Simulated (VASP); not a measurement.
# Si2Mo (P6_222) in VASP: a series of runs

One crystal, Si2Mo, is run at these levels: PBE; tasks: relaxation of cell and atoms.

Program: VASP 6.6.1. These are calculated values, not measurements. Logs are shortened: lines on timing, memory, paths and dates and some standing lists are left out, and cuts for length are marked.

## Step 1: The structure

Symmetry: P6_222, No. 180, hexagonal system. The conventional cell has a = 4.585 Å, b = 4.585 Å, c = 6.580 Å, α = 90.00°, β = 90.00°, γ = 120.00°. Around Mo (site symmetry 222) lie 10 Si at 2.57 to 2.67 Å. Around Si (site symmetry 2) lie 5 Si at 2.55 to 2.67 Å and 5 Mo at 2.57 to 2.67 Å.

Measurements of this composition are mostly on another form, of space group No. 139.

## Step 2: Relaxation of cell and atoms, PBE

INCAR reads:

```
SYSTEM = Si2Mo
PREC     = Accurate       ! precision mode
ENCUT    = 600            ! plane-wave cutoff, eV
EDIFF    = 1E-6           ! SCF threshold, eV
ISMEAR   = -1             ! smearing method
SIGMA    = 0.05           ! smearing width, eV
LREAL    = .False.        ! projectors in reciprocal space
LASPH    = .True.         ! aspherical terms in the spheres
NELM     = 60             ! most SCF steps
ALGO     = Fast           ! electronic algorithm
ISIF     = 3              ! what is computed and relaxed
LWAVE    = .False.        ! write WAVECAR
LCHARG   = .False.        ! write CHGCAR
GGA      = PE             ! functional
IBRION   = 2              ! ionic algorithm
NSW      = 40             ! ionic steps
EDIFFG   = -0.01          ! ionic threshold
```

KPOINTS reads:

```
regular mesh
0
Gamma
  5 5 3
  0 0 0
```

POSCAR reads:

```
Si2Mo
1.0
    4.5854715599      0.0000000000      0.0000000000
   -2.2927357800      3.9711348592      0.0000000000
    0.0000000000      0.0000000000      6.5797601000
Mo Si
3 6
Direct
    0.5000000000      0.5000000000      0.8333333333
    0.0000000000      0.5000000000      0.1666666667
    0.5000000000      0.0000000000      0.5000000000
    0.1638729800      0.3277459600      0.5000000000
    0.6722540400      0.8361270200      0.1666666667
    0.8361270200      0.1638729800      0.8333333333
    0.8361270200      0.6722540400      0.5000000000
    0.3277459600      0.1638729800      0.1666666667
    0.1638729800      0.8361270200      0.8333333333
```

Potentials or basis: VASP PAW PBE potentials, release 54 (Mo_sv, Si).

On the command line:

```sh
> cat potpaw_PBE.54/Mo_sv/POTCAR potpaw_PBE.54/Si/POTCAR > POTCAR
> mpirun -np 1 vasp_std > vasp.out
```

OUTCAR:

```text
SYSTEM = Si2Mo
   PREC = Accurate
   ENCUT = 600
   EDIFF = 1E-6
   ISMEAR = -1
   LREAL = .False.
   LASPH = .True.
   NELM = 60
   ISIF = 3
   GGA = PE
   IBRION = 2
   NSW = 40
   EDIFFG = -0.01

 ion  position               nearest neighbor table
   1  0.500  0.500  0.833-   4 2.57   7 2.57   5 2.57   8 2.57   9 2.64   6 2.64   9 2.64   6 2.64
                             6 2.67   9 2.67   3 3.17   3 3.17   2 3.17   2 3.17
   2  0.000  0.500  0.167-   4 2.57   7 2.57   6 2.57   9 2.57   8 2.64   5 2.64   5 2.64   8 2.64
                             5 2.67   8 2.67   3 3.17   3 3.17   1 3.17   1 3.17
   3  0.500  0.000  0.500-   6 2.57   9 2.57   8 2.57   5 2.57   4 2.64   7 2.64   7 2.64   4 2.64
                             4 2.67   7 2.67   2 3.17   2 3.17   1 3.17   1 3.17
   4  0.164  0.328  0.500-   6 2.55   8 2.55   1 2.57   2 2.57   7 2.60   3 2.64   3 2.64   3 2.67
                             7 2.67   7 2.67   5 3.15   9 3.15
   5  0.672  0.836  0.167-   7 2.55   6 2.55   3 2.57   1 2.57   8 2.60   2 2.64   2 2.64   2 2.67
                             8 2.67   8 2.67   4 3.15   9 3.15
   6  0.836  0.164  0.833-   4 2.55   5 2.55   3 2.57   2 2.57   9 2.60   1 2.64   1 2.64   1 2.67
                             9 2.67   9 2.67   7 3.15   8 3.15
   7  0.836  0.672  0.500-   9 2.55   5 2.55   1 2.57   2 2.57   4 2.60   3 2.64   3 2.64   3 2.67
                             4 2.67   4 2.67   8 3.15   6 3.15
   8  0.328  0.164  0.167-   4 2.55   9 2.55   3 2.57   1 2.57   5 2.60   2 2.64   2 2.64   2 2.67
                             5 2.67   5 2.67   7 3.15   6 3.15
   9  0.164  0.836  0.833-   7 2.55   8 2.55   3 2.57   2 2.57   6 2.60   1 2.64   1 2.64   1 2.67
                             6 2.67   6 2.67   4 3.15   5 3.15

  LATTYP: Found a hexagonal cell.
 ALAT       =     4.5854715599
 C/A-ratio  =     1.4349146024

  Lattice vectors:

 A1 = (   4.5854715599,   0.0000000000,   0.0000000000)
 A2 = (  -2.2927357800,   3.9711348592,   0.0000000000)
 A3 = (   0.0000000000,   0.0000000000,   6.5797601000)

Analysis of symmetry for initial positions (statically):
=====================================================================
 Subroutine PRICEL returns:
 Original cell was already a primitive cell.

 Routine SETGRP: Setting up the symmetry group for a
 hexagonal supercell.

 Subroutine GETGRP returns: Found 12 space group operations
 (whereof  4 operations were pure point group operations)
 out of a pool of 24 trial point group operations.

The static configuration has the point symmetry D_2 .
 The point group associated with its full space group is D_6 .

Analysis of symmetry for dynamics (positions and initial velocities):
=====================================================================
 Subroutine PRICEL returns:
 Original cell was already a primitive cell.

 Routine SETGRP: Setting up the symmetry group for a
 hexagonal supercell.

 Subroutine GETGRP returns: Found 12 space group operations
 (whereof  4 operations were pure point group operations)
 out of a pool of 24 trial point group operations.

The dynamic configuration has the point symmetry D_2 .
 The point group associated with its full space group is D_6 .

 Subroutine INISYM returns: Found 12 space group operations
 (whereof  4 operations are pure point group operations),
 and found     1 'primitive' translations

----------------------------------------------------------------------------------------

                                     Primitive cell

  volume of cell :     119.8143

  direct lattice vectors                    reciprocal lattice vectors
     4.585471560  0.000000000  0.000000000     0.218080079  0.125908592  0.000000000
    -2.292735780  3.971134859  0.000000000     0.000000000  0.251817185  0.000000000
     0.000000000  0.000000000  6.579760100     0.000000000  0.000000000  0.151981225

  length of vectors
     4.585471560  4.585471560  6.579760100     0.251817185  0.251817185  0.151981225

  position of ions in fractional coordinates (direct lattice)
     0.500000000  0.500000000  0.833333333
     1.000000000  0.500000000  0.166666667
     0.500000000  0.000000000  0.500000000
     0.163872980  0.327745960  0.500000000
     0.672254040  0.836127020  0.166666667
     0.836127020  0.163872980  0.833333333
     0.836127020  0.672254040  0.500000000
     0.327745960  0.163872980  0.166666667
     0.163872980  0.836127020  0.833333333

  ion indices of the primitive-cell ions
   primitive index   ion index
                 1           1
                 2           2
                 3           3
                 4           4
                 5           5
                 6           6
                 7           7
                 8           8
                 9           9

----------------------------------------------------------------------------------------

 KPOINTS: regular mesh

Automatic generation of k-mesh.
 Grid dimensions read from file:
 generate k-points for:    5    5    3

 Generating k-lattice:

  Cartesian coordinates                     Fractional coordinates (reciprocal lattice)
     0.043616016  0.025181718  0.000000000     0.200000000 -0.000000000  0.000000000
     0.000000000  0.050363437  0.000000000     0.000000000  0.200000000  0.000000000
     0.000000000  0.000000000  0.050660408     0.000000000  0.000000000  0.333333333

  Length of vectors
     0.050363437  0.050363437  0.050660408

  Shift w.r.t. Gamma in fractional coordinates (k-lattice)
     0.000000000  0.000000000  0.000000000

 Subroutine IBZKPT returns following result:
 ===========================================

 Found     10 irreducible k-points:

 Following reciprocal coordinates:
            Coordinates               Weight
  0.000000  0.000000  0.000000      1.000000
  0.200000  0.000000  0.000000      6.000000
  0.400000 -0.000000  0.000000      6.000000
  0.200000  0.200000  0.000000      6.000000
  0.400000  0.200000  0.000000      6.000000
  0.000000  0.000000  0.333333      2.000000
  0.200000  0.000000  0.333333     12.000000
  0.400000 -0.000000  0.333333     12.000000
  0.200000  0.200000  0.333333     12.000000
  0.400000  0.200000  0.333333     12.000000
   k-points           NKPTS =     10   k-points in BZ     NKDIM =     10   number of bands    NBANDS=     39
   number of dos      NEDOS =    301   number of ions     NIONS =      9
   total plane-waves  NPLWV =  86400
   dimension x,y,z NGX =    40 NGY =   40 NGZ =   54
   dimension x,y,z NGXF=    80 NGYF=   80 NGZF=  108
   ions per type =               3   6
   NGX,Y,Z   is equivalent  to a cutoff of  14.50, 14.50, 13.64 a.u.
   NGXF,Y,Z  is equivalent  to a cutoff of  29.00, 29.00, 27.29 a.u.
 SYSTEM =  Si2Mo
   PREC   = accura    normal or accurate (medium, high low for compatibility)
   ISTART =      0    job   : 0-new  1-cont  2-samecut
   ICHARG =      2    charge: 1-file 2-atom 10-const
   ISPIN  =      1    spin polarized calculation?
   LNONCOLLINEAR =      F non collinear calculations
   LSORBIT =      F    spin-orbit coupling
   LASPH  =      T    aspherical Exc in radial PAW
   ENCUT  =  600.0 eV  44.10 Ry    6.64 a.u.   9.16  9.16 13.14*2*pi/ulx,y,z
   NELM   =     60;   NELMIN=  2; NELMDL= -5     # of ELM steps
   EDIFF  = 0.1E-05   stopping-criterion for ELM
   LREAL  =      F    real-space projection
   EDIFFG = -.1E-01   stopping-criterion for IOM
   NSW    =     40    number of steps for IOM
   IBRION =      2    ionic relax: 0-MD 1-quasi-New 2-CG
   NFREE  =      1    steps in history (QN), initial steepest desc. (CG)
   ISIF   =      3    stress and relaxation
   ISYM   =      2    0-nonsym 1-usesym 2-fastsym
   POTIM  = 0.5000    time-step for ionic-motion
   TEBEG  =    0.0;   TEEND  =   0.0 temperature during run
   PSTRESS=    0.0 pullay stress
   NELECT =      66.0000    total number of electrons
   NUPDOWN=      -1.0000    fix difference up-down
   EMIN   =  10.00;   EMAX   =-10.00  energy-range for DOS
   EFERMI =   0.00;   METHOD = LEGACY
   ISMEAR =    -1;   SIGMA  =   0.05  broadening in eV -4-tet -1-fermi 0-gaus
   EFERMI_NEDOS =   21; number of points for ismear=-14 and -15
   IALGO  =     68    algorithm
   IMIX   =      4    mixing-type and parameters
     AMIX     =   0.40;   BMIX     =  1.00
     AMIX_MAG =   1.60;   BMIX_MAG =  1.00
  volume/ion in A,a.u.               =      13.31        89.84
  Fermi-wavevector in a.u.,A,eV,Ry     =   1.342002  2.536017 24.503685  1.800970
  Thomas-Fermi vector in A             =   2.470191
   LORBIT       =      0    0 simple, 1 ext, 2 COOP (PROOUT), +10 PAW based schemes
   GGA     = PE    functional components
   LHFCALC =     F    Hartree Fock is set to
   AEXX    =    0.0000 exact exchange contribution
   IVDW    =     0    specifies the selected vdW correction
   LEPSILON=     F    determine dielectric tensor
   LRPA    =     F    only Hartree local field effects (RPA)
 conjugate gradient relaxation of ions
 non-spin polarized calculation
 RMM-DIIS sequential band-by-band and
  energy-cutoff  :      600.00
  volume of cell :      119.81
 maximum number of plane-waves:      4011
 NGX is ok and might be reduce to    40
   NGX = 19   NGY = 19   NGZ = 27

--------------------------------------- Ionic step        1  -------------------------------------------

 number of electron      65.9999993 magnetization

 Free energy of the ion-electron system (eV)
  ---------------------------------------------------
  ext. energy  EPLUGINS =         0.00000000
  ---------------------------------------------------
  free energy    TOTEN  =       -69.52543091 eV

  energy without entropy =      -69.52518675  energy(sigma->0) =      -69.52530883

------------------------ aborting loop because EDIFF is reached ----------------------------------------

  FORCE on cell =-STRESS in cart. coord.  units (eV):
  Direction    XX          YY          ZZ          XY          YZ          ZX
  --------------------------------------------------------------------------------------
  -------------------------------------------------------------------------------------
  Total        2.7992685      2.7992685      2.5492989     -0.0000000      0.0000000      0.0000000
  in kB       37.4322934     37.4322934     34.0896576     -0.0000000      0.0000000      0.0000000
  external PRESSURE =      36.3180815 kB  Pullay stress =       0.0000000 kB
[... 157 lines left out ...]
  energy  without entropy=      -69.5477857546  energy(sigma->0) =      -69.54792585

--------------------------------------- Ionic step        5  -------------------------------------------

 number of electron      65.9999993 magnetization

 Free energy of the ion-electron system (eV)
  ---------------------------------------------------
  ext. energy  EPLUGINS =         0.00000000
  ---------------------------------------------------
  free energy    TOTEN  =       -69.54833345 eV

  energy without entropy =      -69.54804817  energy(sigma->0) =      -69.54819081

 E-fermi :  12.6108     XC(G=0): -12.3815

 val. band max:       12.3231904226   @ k =   0.0000   0.0000   0.3333
 cond. band min:      12.9243512723   @ k =   0.4000  -0.0000   0.0000
 fundamental gap:      0.6011608496
 Fermi energy:        12.6107825514

 k-point     1 :       0.0000    0.0000    0.0000
  band No.  band energies     occupation
      1     -48.5004      2.00000
      2     -48.4722      2.00000
      3     -48.4722      2.00000
      4     -22.7307      2.00000
      5     -22.7276      2.00000
      6     -22.7276      2.00000
[... 445 lines left out ...]
  FREE ENERGIE OF THE ION-ELECTRON SYSTEM (eV)
  ---------------------------------------------------
  free  energy   TOTEN  =       -69.5483334541 eV

  energy  without entropy=      -69.5480481683  energy(sigma->0) =      -69.54819081

 reached required accuracy - stopping structural energy minimisation
```

It took 5.9 min on 1 thread of Intel Xeon Platinum 8259CL at 2.50GHz (Skylake/Cascade Lake), shared host; peak memory 0.31 GiB.

Results:

- Free energy: -69.5483 eV
- Relaxed volume: 13.53 Å³/atom
- Relaxed cell: a = 4.614 Å, b = 4.614 Å, c = 6.606 Å, α = 90.00°, β = 90.00°, γ = 120.00°
- Space group after relaxing (to 0.05 Å): P6_222 (No. 180)
- Energy gained by relaxing: 2.5 meV/atom
- Ionic steps: 5
- Pressure after relaxing: 0.1 GPa
- Band gap on the k mesh: 0.60 eV, indirect (least direct gap 0.87 eV)

Forces on the atoms (eV/Å):
```
Mo   0.000  0.000  0.000
Mo   0.000  0.000  0.000
Mo   0.000  0.000  0.000
Si   0.000  0.002  0.000
Si  -0.002 -0.001  0.000
Si  -0.002  0.001  0.000
Si   0.000 -0.002  0.000
Si   0.002  0.001  0.000
Si   0.002 -0.001  0.000
```

The path:
| step | energy change (eV) | largest force (eV/Å) | pressure (GPa) | volume (Å³) |
| --- | --- | --- | --- | --- |
| 1 | 0.0000 | 0.0118 | 3.63 | 119.81 |
| 2 | 0.0314 | 0.0187 | -5.07 | 125.12 |
| 3 | -0.0226 | 0.0136 | -0.05 | 121.84 |
| 4 | -0.0226 | 0.0138 | 0.05 | 121.80 |
| 5 | -0.0229 | 0.0024 | 0.09 | 121.81 |

Final structure:
```cif
data_structure
_symmetry_space_group_name_H-M 'P 1'
_symmetry_Int_Tables_number 1
_cell_length_a 4.6143
_cell_length_b 4.6143
_cell_length_c 6.6060
_cell_angle_alpha 90.000
_cell_angle_beta 90.000
_cell_angle_gamma 120.000
_cell_volume 121.81
loop_
_atom_site_label
_atom_site_type_symbol
_atom_site_fract_x
_atom_site_fract_y
_atom_site_fract_z
_atom_site_occupancy
Mo1 Mo 0.50000 0.50000 0.83333 1
Mo2 Mo 0.00000 0.50000 0.16667 1
Mo3 Mo 0.50000 0.00000 0.50000 1
Si1 Si 0.16397 0.32795 0.50000 1
Si2 Si 0.67205 0.83603 0.16667 1
Si3 Si 0.83603 0.16397 0.83333 1
Si4 Si 0.83603 0.67205 0.50000 1
Si5 Si 0.32795 0.16397 0.16667 1
Si6 Si 0.16397 0.83603 0.83333 1
```

Levels at points of the mesh, in eV from the valence-band top:
| k point | band 30 | band 31 | band 32 | band 33 | band 34 | band 35 | band 36 | band 37 |
| --- | --- | --- | --- | --- | --- | --- | --- | --- |
| (0.00, 0.00, 0.00) | -2.66 | -2.40 | -1.76 | -0.46 | 2.27 | 2.63 | 2.63 | 2.69 |

Caveat: an odd mesh through Γ misses points on the zone boundary, where band edges often lie.

(Part 1 of 2 ends here.)
